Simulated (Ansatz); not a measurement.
# Molybdenum, diamond: HSE06 after PBE

Aim: see what exact exchange does to the levels, and what it costs. Spin polarisation is left out. The geometry was relaxed under PBE beforehand and is kept. Exact exchange is dear, so the k-mesh is coarse, and PBE is run on the same mesh for comparison.

Computed with Ansatz 0.2.0 (DFT, plane waves (420 eV) with PBE-made PAW files, scalar-relativistic; functionals as named at each step, unless a step says otherwise).

## Step 1: The structure to begin with

It takes space group Fd-3m (No. 227, cubic). The conventional cell has a = 5.690 Å, b = 5.690 Å, c = 5.690 Å, α = 90.00°, β = 90.00°, γ = 90.00°. Around Mo (site symmetry -43m) lie 4 Mo at 2.46 Å.

As a file:

```
CELL_PARAMETERS angstrom
0.00000 2.84515 2.84515
2.84515 0.00000 2.84515
2.84515 2.84515 0.00000
ATOMIC_POSITIONS crystal
Mo 0.12500 0.12500 0.12500
Mo 0.87500 0.87500 0.87500
```

## Step 2: PBE, coarse mesh

The run with PBE.

input.yaml

```yaml
crystal:
  lattice:
    - [0.0, 2.8451482282, 2.8451482282]
    - [2.8451482282, 0.0, 2.8451482282]
    - [2.8451482282, 2.8451482282, 0.0]
  atoms:
    - { symbol: Mo, position: [0.125, 0.125, 0.125] }
    - { symbol: Mo, position: [0.875, 0.875, 0.875] }
hamiltonian:
  xc: pbe
  pseudopotentials:
    kind: paw
    azcp:
      Mo: "pseudopotentials/Mo.paw.azcp"
basis:
  ecutwfc: 420
  fft_grid_basis: typed
kpoints:
  mp_grid: { grid: [5, 5, 5], shift: [0, 0, 0] }
magnetization:
  spin_polarized: false
scf:
  occupations: { method: fermi_dirac, width: 0.1 }
```

Run with:

```
> ansatz run input.yaml --threads 4 --pin off --max-ram 8192MiB --backend cpu --events-out ev --progress --plain --runs-dir out
```

## Step 3: HSE06, coarse mesh

The run with HSE06.

Changes to input.yaml since step 2:

```diff
@@ -9,3 +9,3 @@
 hamiltonian:
-  xc: pbe
+  xc: hse06
   pseudopotentials:
```

(Steps that only read results are left out.)

**Question.** What will these runs give? Wanted: PBE: gap; HSE06: gap; HSE06: relative to bcc.

**Answer**, as computed:

| quantity | value |
| --- | --- |
| PBE: gap | none (levels filled in part) |
| HSE06: gap | none (levels filled in part) |
| HSE06: SCF cycles, exchange loops | 16, 2 |
| HSE06: CPU time over that of PBE | 20 |
| HSE06: relative to bcc | +2629 meV/atom |

**Reading.** Both PBE and HSE06 leave levels filled in part. HSE06 cost 20 times the CPU time of PBE. The exchange operator of HSE06 was renewed in 2 outer loops. The dense-mesh value adds +11.7 meV/atom, the change that PBE shows between the coarse mesh and its own dense run (not shown). Under HSE06 it lies 2629 meV/atom above bcc (computed apart in the same way); on such meshes a few tens of meV are uncertain for metals. Absolute energies differ from functional to functional, by eV per atom at times, and say nothing by themselves.
